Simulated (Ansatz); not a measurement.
# Structure types of AlRu compared at 30 GPa

Structure types of AlRu are relaxed in primitive cells with their symmetry kept at 30 GPa, on PAW files; LAPW relaxes the small cells further and takes the PAW cell for the others (marked *). The enthalpy is E + pV at zero temperature, without zero-point motion. Only the types listed were tried, and differences under about 5 meV/atom are mesh noise. The real phase may be another.

Computed with Ansatz 0.2.0; functional PBE, scalar-relativistic. Settings: Fermi–Dirac smearing of 0.1 eV, no spin polarisation. Methods: LAPW: all electrons, basis error target 0.5 meV/atom; PAW: frozen-core files, cutoff 420 eV.

k meshes: rocksalt 14×14×14, CsCl 14×14×14, WC 14×14×12, NiAs 10×10×6, zincblende 12×12×12.

```tsv
start type	ends as	a, b, c (Å)	V (Å³/atom)	H − H(lowest), LAPW (meV/atom)
rocksalt	rocksalt, Fm-3m	4.738, 4.738, 4.738	13.29	1067.0
CsCl	CsCl, Pm-3m	2.891, 2.891, 2.891	12.09	0.0
WC	distorted WC, P-6m2	2.764, 2.764, 3.784	12.51	?
NiAs*	distorted NiAs, P6_3/mmc	2.764, 2.764, 7.573	12.53	?
zincblende	zincblende, F-43m	5.095, 5.095, 5.095	16.54	2775.0
```

**Question.** Fill in "H − H(lowest), LAPW (meV/atom)" for the row "NiAs*".

**Answer.** 270.2.

**Question.** What belongs in the row "WC", column "H − H(lowest), LAPW (meV/atom)"?

**Answer.** 260.5.

**Question.** Split the lead of CsCl over distorted WC into energy and pV.

**Answer.** For distorted WC less CsCl: ΔE = +180.8 meV/atom, and p·ΔV = 30 GPa × +0.4259 Å³ × 6.242 meV/(GPa·Å³) = +79.7 meV/atom, together 260.5 meV/atom. CsCl wins on both counts.
